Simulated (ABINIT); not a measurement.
Runs of ABINIT 10.8.3 (patched build) on ZrS2. Symmetry: P-3m1, No. 164, trigonal system. The conventional cell has a = 3.691 Å, b = 3.691 Å, c = 6.041 Å, α = 90.00°, β = 90.00°, γ = 120.00°. Zr (site symmetry -3m) is surrounded by 6 S at 2.57 Å. S (site symmetry 3m) is surrounded by 3 Zr at 2.57 Å. The cell is a database's computed one.

```csv
task,level,potentials or basis,k mesh,cutoff (eV),fine-grid cutoff,mesh quality,gap on the mesh (eV),pressure (GPa),largest force (eV/Å)
band structure,revPBE,JTH PAW PBE v2.0,8 × 8 × 5,544,1088.46 eV,not flagged,1.10,1.9,0.08
band structure,LDA-PZ,JTH PAW LDA v2.0,8 × 8 × 5,544,1088.46 eV,not flagged,0.93,-4.6,(a)
band structure,LDA,JTH PAW LDA v2.0,8 × 8 × 5,544,1088.46 eV,not flagged,0.93,-4.7,0.31
band structure,AM05,JTH PAW PBE v2.0,8 × 8 × 5,544,1088.46 eV,not flagged,1.00,-2.3,0.23
single point,LDA,JTH PAW LDA v2.0,6 × 6 × 4,544,1088.46 eV,not flagged,0.95,-4.6,0.32
band structure,BP86,JTH PAW PBE v2.0,8 × 8 × 5,544,1088.46 eV,not flagged,1.04,0.8,0.06
single point,PBEsol,JTH PAW PBE v2.0,10 × 10 × 6,544,1088.46 eV,not flagged,0.96,-2.6,0.15
single point,r2SCAN,JTH PAW PBE v2.0,5 × 5 × 3,653,1251.72 eV,not flagged,(d),-,0.06
band structure,PBE,JTH PAW PBE v2.0,8 × 8 × 5,544,1088.46 eV,not flagged,1.05,0.3,0.03
single point,PBEsol,JTH PAW PBE v2.0,6 × 6 × 4,544,1088.46 eV,not flagged,1.00,-2.6,0.16
single point,PBE,JTH PAW PBE v2.0,5 × 5 × 3,544,1088.46 eV,not flagged,1.15,(b),0.02
single point,PBEsol,JTH PAW PBE v2.0,3 × 3 × 2,544,1088.46 eV,coarse,1.15,-2.0,(c)
```

Alike in all rows: no spin polarisation; cell as given; smearing fermi-dirac 0.05 eV.

Q: Estimate the missing entries.

A: (a) 0.30; (b) 0.5; (c) 0.28; (d) 1.47.

Caveats: some runs use coarse meshes; the PAW data sets were made with another functional, which shifts forces and pressure a little (some runs); this functional lacks dispersion, which binds the layers, so the pressure and a relaxed spacing across them are unreliable (some runs); an odd mesh through Γ misses points on the zone boundary, where band edges often lie (some runs).

A k mesh can miss the band edges, and the runs leave out spin-orbit coupling on Zr.

Not every run made on this cell is shown here.
